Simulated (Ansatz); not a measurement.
**A sublattice moved along a line in Bi$_{2}$Te$_{3}$**

Level of theory: Ansatz 0.2.0, DFT PBE, scalar-relativistic, plane waves, PAW. Cutoff 420 eV, Γ-centred 12×12×12 k-points, Gaussian smearing of 0.05 eV. Spin–orbit coupling is left out, which can shift energies with elements as heavy as these. No spin polarisation. Energies are free energies at this smearing, counted from the undisturbed cell; pressure is positive in compression.

Reference structure (relaxed at this level):

```
Bi Te
1.0
     2.22327    1.28361   10.72289
    -2.22327    1.28361   10.72289
     0.00000   -2.56722   10.72289
Bi Te
2 3
Direct
  0.39721 0.39721 0.39721
  0.60279 0.60279 0.60279
  0.00000 0.00000 0.00000
  0.21603 0.21603 0.21603
  0.78397 0.78397 0.78397
```

The cell holds layers and no dispersion correction was added, so their binding is poorly described.

Every Bi atom is moved by x along the Cartesian unit vector (-0.500, -0.866, 0.000); the cell and all other atoms stay fixed.

```csv
x (Å),ΔE (meV/cell)
-0.1000,17.0
-0.0500,4.2
0.0000,0.0
0.0750,9.4
```

Problem. Predict the force along x on the moved atoms (eV/Å) at each point.

Solution.
```
  x (Å) force along x on the moved atoms (eV/Å)
-0.1000                                     0.35
-0.0500                                     0.17
 0.0000                                     0.00
 0.0750                                    -0.26
```

Cost: 4 runs of about 8.3 core-minutes in all, on Intel Xeon 6975P-C (Granite Rapids) (shared hosts).